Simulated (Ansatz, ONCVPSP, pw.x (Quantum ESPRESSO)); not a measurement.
**Equation-of-state test of one ONCV potential (gallium)**

ONCVPSP 4.0.1.1 (patched build) input, shortened (lines: element, Z, core and valence counts, functional; n l f; lmax; l rc ep ncon nbas qcut; lloc lpopt rc5 dvloc0; l nproj debl; icmod fcfact rcfact), PBE, scalar-relativistic:

```
  Ga 31.00    6    2        4      upf
    1    0    2.00
    2    0    2.00
    2    1    6.00
    3    0    2.00
    3    1    6.00
    3    2   10.00
    4    0    1.75
    4    1    1.25
    1
    0    1.85    0.00    3    6    4.30
    1    2.35    0.00    4    7    3.10
    4    5    1.35    3.00
    0    1    2.90
    1    3    2.70
    3    2.75    1.65
```

Crystal test: diamond Ga in pw.x 7.5, no spin, 8³ k-points, Fermi–Dirac smearing 0.01 Ry, cutoffs 50/200 Ry. The reference is all-electron LAPW (Ansatz 0.2.0) with the same functional, mesh and smearing; V0 and B0 come from Birch–Murnaghan fits to the pressures at five volumes. Errors are pseudo minus all-electron; Δ is the rms difference of the E(V) curves that follow from these fits, minima aligned, over ±6 % about the mean V0. Mesh and smearing are coarse, so the numbers serve the comparison and aren't converged zero-temperature values; the lattice is a test structure that the element need not adopt.

| V (Å³/atom) | P all-electron (GPa) | P pseudo (GPa) |
| --- | --- | --- |
| 24.145 | 2.17 | -1.97 |
| 24.781 | 1.03 | -2.79 |
| 25.416 | 0.05 | -3.50 |
| 26.051 | -0.80 | -4.10 |
| 26.687 | -1.53 | -4.60 |

All-electron: a0 = 5.883 Å (V0 = 25.45 Å³/atom), B0 = 36.2 GPa.

Pseudopotential: mean pressure error (GPa): -3.58. The pressure does not cross zero within the volumes sampled, so no fit is given. This is a poor potential for the solid.

Q: At the middle volume, how do free energy and pressure move when the wave cutoff is lowered (ecutrho kept at four times it)?

A:

```
cutoff (Ry)  shift of F (meV/atom)  shift of P (GPa)
         22                   +7.5             +0.02
         30                   +4.6             +0.04
         40                   +2.6             -0.01
```

The run at the middle volume (29 k-points, 6 iterations) took about 12 s on one core of a shared host (Neoverse-N1, 64 threads, 124 GiB, load 59).
